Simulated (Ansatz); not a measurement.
The parent structure is GeO2 in the rutile structure (space group P4_2/mnm, No. 136; a = 4.411 Å, c = 2.870 Å). Axes: x, y, z lie along a, b, c of the conventional cell.

Structures relaxed with r2SCAN (Ansatz, an electronic-structure program), no spin-orbit coupling.

Base:

Simulated powder pattern, Cu Kα1, λ = 1.54056 Å (kinematic, ideal powder, no thermal factors, no anomalous dispersion; the 14 strongest lines at most, above 2 %, up to 2θ = 90°):

```csv
2θ (°),I/Imax (%),hkl
28.60,100,(110)
37.35,63,(101)
40.89,16,(200)
42.78,7.9,(111)
45.97,2.9,(210)
56.57,62,(211)
59.20,16,(220)
64.93,7.6,(002)
67.05,12,(310)
72.13,20,(301)
72.43,13,(112)
79.64,5.4,(202)
86.39,9.7,(321)
88.63,3.9,(400)
```

After one change:

Simulated powder pattern, Cu Kα1, λ = 1.54056 Å (kinematic, ideal powder, no thermal factors, no anomalous dispersion; the 14 strongest lines at most, above 2 %, up to 2θ = 90°):

```json
[
 {"2θ (°)": "29.21", "I/Imax (%)": "100"},
 {"2θ (°)": "37.23", "I/Imax (%)": "68"},
 {"2θ (°)": "41.79", "I/Imax (%)": "16"},
 {"2θ (°)": "42.89", "I/Imax (%)": "8.4"},
 {"2θ (°)": "47.00", "I/Imax (%)": "2.7"},
 {"2θ (°)": "57.19", "I/Imax (%)": "64"},
 {"2θ (°)": "60.58", "I/Imax (%)": "16"},
 {"2θ (°)": "63.94", "I/Imax (%)": "8.5"},
 {"2θ (°)": "68.65", "I/Imax (%)": "12"},
 {"2θ (°)": "71.81", "I/Imax (%)": "14"},
 {"2θ (°)": "73.29", "I/Imax (%)": "20"},
 {"2θ (°)": "79.34", "I/Imax (%)": "5.7"},
 {"2θ (°)": "88.10", "I/Imax (%)": "9.9"}
]
```

**Question.** What was done to the base?
A) strain tensor (xx, yy, zz, yz, xz, xy) = (−1.71, +0.39, +0.07, −1.52, −0.14, −0.37) %
B) isotropic strain −0.13 %
C) tensor shear ε_xz = −2.05 %
D) biaxial strain −2.06 %, plane normal [001], relaxed out of plane

**Answer.** D, biaxial strain −2.06 %, plane normal [001], relaxed out of plane. Its volume per atom is 9.05 Å³ against 9.31 Å³, and its space group is P4_2/mnm (No. 136).

Whether these cells are dynamically stable was not tested.
